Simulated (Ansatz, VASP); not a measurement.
Two plane-wave programs on Al

```
CELL_PARAMETERS angstrom
0.00000 2.93428 2.93428
2.93428 0.00000 2.93428
2.93428 2.93428 0.00000
ATOMIC_POSITIONS crystal
Al 0.12500 0.12500 0.12500
Al 0.87500 0.87500 0.87500
```

Alike in both runs: task single point; functional LDA; k mesh 10 × 10 × 10; occupations fermi-dirac, width 0.1 eV; no spin polarisation.

```csv
,VASP,Ansatz
version,VASP 6.6.1,Ansatz 0.2.0
potentials or method,"VASP PAW LDA potentials, release 64 (Al)","plane waves (420 eV) with PAW, scalar-relativistic"
plane-wave cutoff (eV),520,420
valence electrons in the cell,6,6
```

VASP gave:

| Quantity | Value |
| --- | --- |
| pressure (GPa) | 1.9 |

Problem. Estimate Ansatz's values.

Solution. Pressure (GPa): 1.8.

Ansatz warned: «pseudo_functional_mismatch».
